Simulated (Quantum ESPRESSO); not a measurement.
Write the native input for Quantum ESPRESSO 7.5 that does the following.

* Task: single point
* Functional: PBE
* Potentials or basis: SSSP 1.3 efficiency PBE
* Cutoff: 816 eV
* Density cutoff: 6531 eV
* k mesh: 13 × 13 × 13
* Occupations: fermi-dirac, width 0.05 eV
* Spin: no spin polarisation
* Mixing beta: 0.5
* Most SCF iterations: 120
* SCF threshold: 4e-10 Ry

Crystal: BN.

```
N B
1.0
     0.00000    1.81300    1.81300
     1.81300    0.00000    1.81300
     1.81300    1.81300    0.00000
N B
1 1
Direct
  0.25000 0.25000 0.25000
  0.00000 0.00000 0.00000
```

The cell is a database's computed one.

These files were run (other wordings do the same):

pw.in

```
&CONTROL
  calculation = 'scf'
  prefix = 'pwscf'
  outdir = './tmp'
  pseudo_dir = './pseudo'
  tprnfor = .true.
  tstress = .true.
  disk_io = 'nowf'
/
&SYSTEM
  ibrav = 0
  nat = 2
  ntyp = 2
  ecutwfc = 60
  ecutrho = 480
  nbnd = 9
  occupations = 'smearing'
  smearing = 'fd'
  degauss = 0.00367493
/
&ELECTRONS
  conv_thr = 4d-10
  electron_maxstep = 120
  mixing_beta = 0.5
/
ATOMIC_SPECIES
N     14.0070 N.pbe-n-radius_5.UPF
B     10.8100 b_pbe_v1.4.uspp.F.UPF
CELL_PARAMETERS angstrom
   0.0000000000    1.8130010000    1.8130010000
   1.8130010000    0.0000000000    1.8130010000
   1.8130010000    1.8130010000    0.0000000000
ATOMIC_POSITIONS crystal
N      0.2500000000    0.2500000000    0.2500000000
B      0.0000000000    0.0000000000    0.0000000000
K_POINTS automatic
13 13 13 0 0 0
```

Potentials or basis: SSSP 1.3 efficiency PBE.

Run with:

```sh
$ OMP_NUM_THREADS=1 pw.x -in pw.in > pw.out
```

It gave:

The pressure is -1.8 GPa and the band gap on the k mesh is 4.54 eV, indirect (least direct gap 8.79 eV).

Caveat: an odd mesh through Γ misses points on the zone boundary, where band edges often lie.

It took 5.4 s on 1 thread of Arm Neoverse V2, with other jobs on the host, peak memory 0.04 GiB.
